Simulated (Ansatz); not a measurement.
# Electric field gradients in SiO2 at a changed volume

The cell is a computed structure from the Materials Project (it need not be an observed phase), relaxed with PBE at fixed cell and then changed (volume scaled by 0.98, ions relaxed).

```cif
data_SiO2
_symmetry_space_group_name_H-M 'I-43m'
_symmetry_Int_Tables_number 217
_cell_length_a 8.8571
_cell_length_b 8.8571
_cell_length_c 8.8571
_cell_angle_alpha 90.000
_cell_angle_beta 90.000
_cell_angle_gamma 90.000
loop_
_atom_site_label
_atom_site_type_symbol
_atom_site_symmetry_multiplicity
_atom_site_Wyckoff_symbol
_atom_site_fract_x
_atom_site_fract_y
_atom_site_fract_z
Si Si 12 d 0.2500 0.0000 0.5000
O O 24 g 0.8542 0.1458 0.5390
```

One atom of each set is listed; the run and its k-mesh use a cell of 18 atoms with edges of 7.67, 7.67, 7.67 Å.

Level of theory: DFT, PBE, plane waves and PAW (field gradients read without the response of the frozen cores, which leaves them typically 4 to 6 % off), scalar-relativistic, 420 eV cutoff, Γ-centred 4×4×4 k-points, Fermi–Dirac smearing 0.02 eV (Ansatz 0.2.0).

Conventions: |V_zz| ≥ |V_yy| ≥ |V_xx|, η = (V_xx − V_yy)/V_zz, C_Q = eQV_zz/h. ν_Q = 3|C_Q|/[2I(2I − 1)].

17O: I = 5/2, Q = -25.58 mb. Q values from Pyykkö, Mol. Phys. 116, 1328 (2018).

```csv
site,atoms,first shell,C_Q (MHz),η,ν_Q (MHz)
O,12,"2 Si at 1.62 Å, angle 149°",-6.30,0.15,0.944
```

At O V_zz runs parallel to the line that joins its two neighbours (within 1°).

Si has no stable isotope with a ground-state quadrupole moment in the table, so these sites are left out.
